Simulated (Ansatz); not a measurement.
**Phases of SnTe at 3.5 GPa**

Structure types of SnTe are relaxed in primitive cells with their symmetry kept at 3.5 GPa, on PAW files; LAPW relaxes the small cells further and takes the PAW cell for the others (marked *). The enthalpy is E + pV at zero temperature, without zero-point motion. Only the types listed were tried, and differences under about 5 meV/atom are mesh noise. The real phase may be another.

All numbers are PBE results (scalar-relativistic) from Ansatz 0.2.0, with Fermi–Dirac smearing of 0.1 eV, no spin polarisation. Methods: LAPW: all electrons, basis error target 0.5 meV/atom; PAW: frozen-core files, cutoff 420 eV.

k meshes: rocksalt 12×12×12, CsCl 12×12×12, zincblende 11×11×11, wurtzite 9×9×5, NiAs 9×9×5.

Spin–orbit coupling is left out, which matters for the heavy atoms.

**Question.** Which type is lowest in enthalpy, and by how much?

**Answer.** rocksalt, 60 meV/atom below NiAs. The whole table:

| start type | ends as | a, b, c (Å) | V (Å³/atom) | H − H(lowest), LAPW (meV/atom) | same, PAW |
| --- | --- | --- | --- | --- | --- |
| rocksalt | rocksalt, Fm-3m | 6.253, 6.253, 6.253 | 30.56 | 0.0 | 0.0 |
| CsCl | CsCl, Pm-3m | 3.800, 3.800, 3.800 | 27.43 | 169.9 | 170.0 |
| zincblende | zincblende, F-43m | 6.935, 6.935, 6.935 | 41.69 | 523.8 | 523.7 |
| wurtzite* | flat h-MgO, P6_3/mmc | 5.259, 5.259, 6.276 | 37.57 | 286.7 | 286.7 |
| NiAs* | NiAs, P6_3/mmc | 4.242, 4.242, 7.884 | 30.72 | 59.7 | 59.7 |

**Question.** Split the lead of rocksalt over NiAs into energy and pV.

**Answer.** For NiAs less rocksalt: ΔE = +56.2 meV/atom, and p·ΔV = 3.5 GPa × +0.1576 Å³ × 6.242 meV/(GPa·Å³) = +3.4 meV/atom, together 59.6 meV/atom. rocksalt wins on both counts.
